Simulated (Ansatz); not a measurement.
Set up this calculation in Ansatz 0.2.0, as the native input.

```
Task                                : band structure
Functional                          : PBEsol
Potentials or basis                 : Ansatz PAW
Cutoff                              : 420 eV (not typed: the program's choice for these potentials)
k mesh                              : 12 × 12 × 12
Occupations                         : fermi-dirac, width 0.05 eV
Spin                                : spin-orbit coupling, no magnetisation
Path                                : [["G", "H", "N", "G", "P", "H"], ["P", "N"]]
Points for each segment of the path : 14
```

The system is Pt.

```
Pt
1.0
    -1.58422    1.58422    1.58422
     1.58422   -1.58422    1.58422
     1.58422    1.58422   -1.58422
Pt
1
Direct
  0.00000 0.00000 0.00000
```

This isn't the form of Pt at room conditions, which is fcc.

One way to write it, as run:

input.yaml

```yaml
crystal:
  lattice:
    - [-1.58422, 1.58422, 1.58422]
    - [1.58422, -1.58422, 1.58422]
    - [1.58422, 1.58422, -1.58422]
  atoms:
    - { symbol: Pt, position: [0.0, 0.0, 0.0] }
hamiltonian:
  xc: pbesol
  pseudopotentials: { kind: paw_fr }
magnetization:
  noncollinear: true
  spin_orbit: true
kpoints:
  mp_grid: { grid: [12, 12, 12] }
  band_path:
    path:
      - [[0.0, 0.0, 0.0], [0.5, -0.5, 0.5], [0.0, 0.0, 0.5], [0.0, 0.0, 0.0], [0.25, 0.25, 0.25], [0.5, -0.5, 0.5]]
      - [[0.25, 0.25, 0.25], [0.0, 0.0, 0.5]]
    npoints: 14
scf:
  occupations: { method: fermi_dirac, width: 0.05 }
  n_extra_bands: 6
output:
  forces: true
  stress: true
  eigenvalues: true
  fatbands: false
```

Potentials or basis: Ansatz PAW.

Launch:

```bash
$ ansatz run input.yaml --threads 2 --pin off --max-ram 5632MiB --backend cpu --events-out ev --progress --plain --runs-dir out
```

It gave:

```yaml
Pressure: -10.8 GPa
Band_gap_on_the_k_mesh: none (metal or under the smearing width)
```

Caveat: the PAW data sets come from PBE, with cores solved anew for the run's functional, which leaves a small shift of forces and pressure.

Wall time 3.6 s on 2 threads of AMD EPYC 7R43 64-Core Processor (Zen 3) (shared host), peak memory 0.41 GiB.
